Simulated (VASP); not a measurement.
A run of VASP 6.6.1 is set up as follows.

Contents of INCAR:

```
SYSTEM = PtSe
PREC = Accurate
ENCUT = 520
EDIFF = 1E-6
ISMEAR = 0
SIGMA = 0.05
LREAL = .FALSE.
LASPH = .TRUE.
NELM = 100
ALGO = Normal
ISIF = 2
LWAVE = .FALSE.
LCHARG = .FALSE.
ISPIN = 2
MAGMOM = 0.5 0
LORBIT = 11
LMAXMIX = 4
LDAU = .TRUE.
LDAUTYPE = 2
LDAUL = 2 -1
LDAUU = 4 0
LDAUJ = 0 0
LDAUPRINT = 1
METAGGA = R2SCAN
LMIXTAU = .TRUE.
```

The input KPOINTS:

```
Automatic mesh
0
G
  5 5 5
  0 0 0
```

Contents of POSCAR:

```
PtSe
1.0
    0.0000000000      3.0374472300      3.0374472300
    3.0374472300      0.0000000000      3.0374472300
    3.0374472300      3.0374472300      0.0000000000
Pt Se
1 1
Direct
    0.0000000000      0.0000000000      0.0000000000
    0.2500000000      0.2500000000      0.2500000000
```

Potentials or basis: VASP PAW PBE potentials, release 64 (Pt, Se).

Command:

```sh
$ cat potpaw_PBE.64/Pt/POTCAR potpaw_PBE.64/Se/POTCAR > POTCAR
$ mpirun -np 1 vasp_std > vasp.out
```

(1) Predict the pressure.

(2) Predict the site moments.

(3) Estimate the band gap on the k mesh.

(4) Estimate the net moment.

Results:

(1) -13.7 GPa.

(2) Pt +0.57; Se +0.20 μB.

(3) none (metal or under the smearing width).

(4) 0.90 μB per cell.

Caveat: the PAW data sets were made with another functional, which shifts forces and pressure a little.
